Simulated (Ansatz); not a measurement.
Runs of Ansatz 0.2.0 on GaN. It takes space group F-43m (No. 216, cubic). Conventional cell: a = 4.507 Å, b = 4.507 Å, c = 4.507 Å, α = 90.00°, β = 90.00°, γ = 90.00°. Ga (site symmetry -43m) is surrounded by 4 N at 1.95 Å. Around N (site symmetry -43m) lie 4 Ga at 1.95 Å. The cell is a database's computed one.

| task | level | spin | cell | k mesh | cutoff (eV) | smearing | points for each segment of the path | atoms under strain | gap on the mesh (eV) | pressure (GPa) | relaxed volume (Å³/atom) |
| --- | --- | --- | --- | --- | --- | --- | --- | --- | --- | --- | --- |
| band structure | LDA | off | as given | 10 × 10 × 10 | 420 | fermi-dirac 0.05 eV | 14 | - | 1.73 | -6.5 | - |
| band structure | r2SCAN | SOC, no magnetisation | as given | 7 × 7 × 7 | 500 | fermi-dirac 0.05 eV | 14 | - | 2.12 | -1.2 | - |
| band structure | LDA | SOC, no magnetisation | as given | 7 × 7 × 7 | 420 | fermi-dirac 0.05 eV | 14 | - | 1.73 | -6.5 | - |
| relaxation of cell and atoms | RPBE+D4 | off | relaxed | 10 × 10 × 10 | 420 | fermi-dirac 0.05 eV | - | - | 1.87 | 0.0 | 11.24 |
| relaxation of cell and atoms | revPBE+D4 | off | relaxed | 10 × 10 × 10 | 420 | fermi-dirac 0.05 eV | - | - | 1.86 | 0.0 | 11.23 |
| relaxation of cell and atoms | BLYP+D4 | off | relaxed | 10 × 10 × 10 | 420 | fermi-dirac 0.05 eV | - | - | 1.86 | 0.0 | (b) |
| relaxation of cell and atoms | revPBE+D3(BJ) | off | relaxed | 10 × 10 × 10 | 420 | fermi-dirac 0.05 eV | - | - | 1.72 | 0.0 | (a) |
| relaxation of cell and atoms | LDA | off | relaxed | 10 × 10 × 10 | 420 | fermi-dirac 0.05 eV | - | - | 1.96 | 0.0 | 11.06 |
| elastic constants | LDA | off | as given | 7 × 7 × 7 | 420 | fixed | - | relaxed | 1.73 | -6.5 | - |
| band structure | PBEsol | off | as given | 10 × 10 × 10 | 420 | fermi-dirac 0.05 eV | 14 | - | 1.66 | -1.1 | - |
| relaxation of cell and atoms | PBEsol | off | relaxed | 10 × 10 × 10 | 420 | fermi-dirac 0.05 eV | - | - | 1.70 | 0.0 | 11.38 |
| relaxation of cell and atoms | BLYP+D3(BJ) | off | relaxed | 10 × 10 × 10 | 420 | fermi-dirac 0.05 eV | - | - | 1.73 | 0.0 | 11.60 |

Alike in all rows: potentials or basis Ansatz PAW.

Estimate the missing entries.

(a) 11.48; (b) 11.39.

Caveats: the PAW data sets come from PBE, with cores solved anew for the run's functional, which leaves a small shift of forces and pressure; the plane-wave basis is chosen anew once the cell has moved, so the energies of steps on either side of that aren't comparable (some runs); the cell is more than 3 GPa from zero pressure, which shifts response properties (some runs); odd divisions of the mesh miss points on the zone boundary, where band edges often lie, so the gap on the mesh can be too wide (some runs).

A k mesh can miss the band edges, and rows without SOC leave out spin-orbit coupling on Ga.

Runs at the PBE level aren't shown here.
